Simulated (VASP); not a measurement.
# SiC: X-ray absorption with a core hole, part 5 of 5

Wanted: the near-edge structure of SiC. The cell has space group P6_3mc, a computed entry that need not be the common form of this compound. The start is a computed cell from the Materials Project.

VASP 6.6.1, plane waves and PAW; the level of theory is named at each step.

So far. Step 4 (K edge, Wyckoff site Si a, full hole): The smoothed xx curve reaches a tenth of its top at about 1796 eV. Step 5 (K edge, Wyckoff site Si a, half hole): The smoothed xx curve reaches a tenth of its top at about 1797 eV.

## (6) K edge, Wyckoff site Si a, no hole (continued)

Level of this step: supercell core-hole method, r2SCAN, no hole; plane waves and PAW (Si, Si, C) (VASP).

Parts of OUTCAR (step 6):

```text
   NELECT =     288.0000    total number of electrons

 the core state eigenenergies are
   1-  1s  -1798.2141  2s   -133.1505  2p    -88.7784
   2-  1s  -1798.2141  2s   -133.1505  2p    -88.7784
   3-  1s  -1798.2141  2s   -133.1505  2p    -88.7784
   4-  1s  -1798.2141  2s   -133.1505  2p    -88.7784
   5-  1s  -1798.2141  2s   -133.1505  2p    -88.7784
   6-  1s  -1798.2141  2s   -133.1505  2p    -88.7784
   7-  1s  -1798.2141  2s   -133.1505  2p    -88.7784
   8-  1s  -1798.2141  2s   -133.1505  2p    -88.7784
   9-  1s  -1798.2141  2s   -133.1505  2p    -88.7784
  10-  1s  -1798.2141  2s   -133.1505  2p    -88.7784
  11-  1s  -1798.2141  2s   -133.1505  2p    -88.7784
  12-  1s  -1798.2141  2s   -133.1505  2p    -88.7784
  13-  1s  -1798.2141  2s   -133.1505  2p    -88.7784
  14-  1s  -1798.2141  2s   -133.1505  2p    -88.7784
  15-  1s  -1798.2141  2s   -133.1505  2p    -88.7784
  16-  1s  -1798.2141  2s   -133.1505  2p    -88.7784
  17-  1s  -1798.2141  2s   -133.1505  2p    -88.7784
  18-  1s  -1798.2141  2s   -133.1505  2p    -88.7784
  19-  1s  -1798.2463  2s   -133.1880  2p    -88.8156
  20-  1s  -1798.2463  2s   -133.1880  2p    -88.8156
  21-  1s  -1798.2463  2s   -133.1880  2p    -88.8156
  22-  1s  -1798.2463  2s   -133.1880  2p    -88.8156
  23-  1s  -1798.2463  2s   -133.1880  2p    -88.8156
  24-  1s  -1798.2463  2s   -133.1880  2p    -88.8156
  25-  1s  -1798.2463  2s   -133.1880  2p    -88.8156
[...]
71-  1s   -264.7801
  72-  1s   -264.7801

 E-fermi :   8.3833

 k-point     1 :       0.0000    0.0000    0.0000
  band No.  band energies     occupation
    ...
    140       7.4801      2.00000
    141       7.4801      2.00000
    142       8.0424      2.00000
    143       8.0953      2.00000
    144       8.0953      2.00000
    145      11.5376      0.00000
    146      11.5376      0.00000
    147      11.5376      0.00000
    148      11.5376      0.00000
    149      11.5376      0.00000
    ...

  Total       -3.2410858     -3.2410858     -3.7015868     -0.0000000      0.0000000      0.0000000
  in kB       -6.9933350     -6.9933350     -7.9869642     -0.0000000      0.0000000      0.0000000
  external PRESSURE =      -7.3245447 kB  Pullay stress =       0.0000000 kB

 POSITION                                       TOTAL-FORCE (eV/Angst)
 -----------------------------------------------------------------------------------
      0.00000      0.00000      1.89222         0.000000      0.000000      0.001668
     -1.53785      2.66363      1.89222        -0.000000     -0.000002      0.001669
     -3.07569      5.32726      1.89222        -0.000002      0.000001      0.001669
      3.07569      0.00000      1.89222        -0.000002      0.000001      0.001669
      1.53785      2.66363      1.89222         0.000000     -0.000002      0.001669
     -0.00000      5.32726      1.89222         0.000000     -0.000000      0.001671
      6.15139      0.00000      1.89222         0.000002      0.000001      0.001669
      4.61354      2.66363      1.89222         0.000000      0.000000      0.001668
      3.07569      5.32726      1.89222         0.000002      0.000001      0.001669
      0.00000      0.00000      6.92754        -0.000000      0.000000      0.001668
     -1.53785      2.66363      6.92754        -0.000000      0.000000      0.001668
     -3.07569      5.32726      6.92754        -0.000000     -0.000000      0.001668
      3.07569      0.00000      6.92754         0.000000      0.000000      0.001668
      1.53785      2.66363      6.92754         0.000000      0.000000      0.001668
     -0.00000      5.32726      6.92754        -0.000000      0.000000      0.001668
      6.15139      0.00000      6.92754        -0.000000      0.000000      0.001668
      4.61354      2.66363      6.92754         0.000000     -0.000000      0.001670
      3.07569      5.32726      6.92754         0.000000     -0.000000      0.001668
      0.00000      1.77575      4.40935         0.000000      0.000001      0.005745
     -1.53785      4.43938      4.40935        -0.000000     -0.000000      0.005746
     -3.07569      7.10301      4.40935         0.000001     -0.000000      0.005745
      3.07569      1.77575      4.40935        -0.000001     -0.000000      0.005745
      1.53785      4.43938      4.40935         0.000000     -0.000000      0.005746
     -0.00000      7.10301      4.40935         0.000000      0.000000      0.005746
[...]
-----------------------------------------------------------------------------------
    total drift:                               -0.000003     -0.000005     -0.005528

  FREE ENERGIE OF THE ION-ELECTRON SYSTEM (eV)
  ---------------------------------------------------
  free  energy   TOTEN  =      -695.9155989418 eV

  energy  without entropy=     -695.9155989418  energy(sigma->0) =     -695.91559894

[... 8 parts as in an earlier step ...]

[... 5 further parts left out ...]
```

This step gave:

| Quantity | Value |
| --- | --- |
| free energy (TOTEN) | -695.9156 eV |
| Fermi energy | 8.383 eV |
| pressure | -0.7325 GPa |

Smoothed further by a Gaussian, to a width of roughly 2 to 2.4 eV in all; heights scale with one over the cell volume; the energy axis is the program's own, and the fall at its high end is where NBANDS ends. Table of imaginary dielectric function times 10^5 by photon energy; read off at these points:

```csv
photon energy (eV),xx,zz
1794.0,1.2e-5,2.4e-5
1796.0,0.00284,0.00420
1798.0,0.0446,0.0455
1800.0,0.128,0.147
1802.0,0.242,0.322
1802.7,0.336,0.337
1803.6,0.398,0.320
1804.0,0.386,0.303
1806.0,0.280,0.231
1808.0,0.309,0.268
1810.0,0.205,0.241
1812.0,0.112,0.220
1814.0,0.0877,0.158
1816.0,0.225,0.175
1817.7,0.475,0.356
1818.0,0.468,0.367
1820.0,0.290,0.298
1822.0,0.225,0.196
1824.0,0.164,0.201
1826.0,0.108,0.108
1828.0,0.00769,0.00599
1830.0,2.0e-5,1.3e-5
```

The smoothed xx curve reaches a tenth of its top at about 1798 eV.

## (7) Summary

This step: supercell core-hole method, r2SCAN; plane waves and PAW (VASP 6.6.1).

Derived from the runs above.

Core-hole runs:

```csv
site,hole,cost (core minutes)
Si a,full hole,58.68
Si a,half hole,59.88
Si a,no hole,61.35
```

## (8) Summary of results

- K edge of Si a, full hole: xx reaches a tenth of its top at 1796.5 eV on the program's axis; share within the next 5 eV of the next 20 eV: 34 %
- K edge of Si a, half hole: xx reaches a tenth of its top at 1797.3 eV on the program's axis; share within the next 5 eV of the next 20 eV: 25 %
- K edge of Si a, no hole: xx reaches a tenth of its top at 1798.1 eV on the program's axis; share within the next 5 eV of the next 20 eV: 19 %

The Si K edge, for light polarised along x, reaches a tenth of its top at 1796.5 eV on the program's axis. That mark passes over any weaker pre-edge, and only dipole transitions enter. In the charged run (full hole) weight just under or at the onset may be a state bound to the hole or the highest filled band counted as a final state; this wasn't checked, so onset and share of that run are in doubt. In the charged run (half hole) weight just under or at the onset may be a state bound to the hole or the highest filled band counted as a final state; this wasn't checked, so onset and share of that run are in doubt. Share of the first 20 eV of absorption, for light polarised along x, that lies within 5 eV of each run's own onset: 19 % with no hole, 25 % with half hole and 34 % with full hole. One site of the element was run (Wyckoff letter a). With 72 atoms and a 2×2×2 mesh the peak shapes still carry the imprint of the mesh. The fall at the high end is where NBANDS ends. The other core electrons stay frozen, so neither the program's energy axis nor the change of TOTEN is an excitation energy; spectra are aligned at the onset when set beside measurement. Not tabulated here, as repeats of values shown or as unfit to read for their mesh, reference level or band range: gaps (K edge, relaxation, supercell without a hole); pressures of a box with vacuum or a charge (K edge).

[Lines on the potential files, build, host, timing and source positions are cut from VASP's logs without a mark.]

[Logs are printed without paths, hosts, clocks, repeated set-up lines and the standing remarks that a program may print on its own settings, such as how far it seeks lower states.]

[Hosts, paths, dates, database ids (printed as entryN), source tags and the programs' standing remarks are cut or masked in the printed files.]
